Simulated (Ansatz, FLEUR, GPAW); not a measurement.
ZrS2: 3 runs at one level of theory

```
CELL_PARAMETERS angstrom
3.69138 0.00000 0.00000
-1.84569 3.19683 0.00000
0.00000 0.00000 6.04108
ATOMIC_POSITIONS crystal
Zr 0.00000 0.00000 0.00000
S 0.33333 0.66667 0.23791
S 0.66667 0.33333 0.76209
```

The cell is a database's computed one, not the measured one.

Alike in all runs: task band structure; functional RPBE; k mesh 8 × 8 × 5; occupations fermi-dirac, width 0.05 eV; no spin polarisation; no spin-orbit coupling. Pressure is positive in compression and, in plane waves, holds the error of the finite cutoff, which Ansatz's Pulay term estimates and takes out. Gaps are the smaller of the mesh's and the band path's.

```tsv
program and potentials	plane-wave cutoff (eV)	notes	band gap (eV)	pressure (GPa)	largest force (eV/Å)
Ansatz, Ansatz PAW	420	potentials made for PBE, which Ansatz adapts in part	1.08	2.59	0.126
GPAW, the program's PAW data sets (release 1.2.1) made for this functional	600	-	?	?	?
FLEUR, all-electron, FLAPW	-	-	1.21	-	-
```

Q: Estimate from the other rows what the run with GPAW, the program's PAW data sets (release 1.2.1) made for this functional gave.

A: Band gap 1.09 eV; pressure 2.37 GPa; largest force 0.111 eV/Å. The other rows, which needn't bracket it: band gap 1.08 to 1.21; pressure 2.59; largest force 0.126.
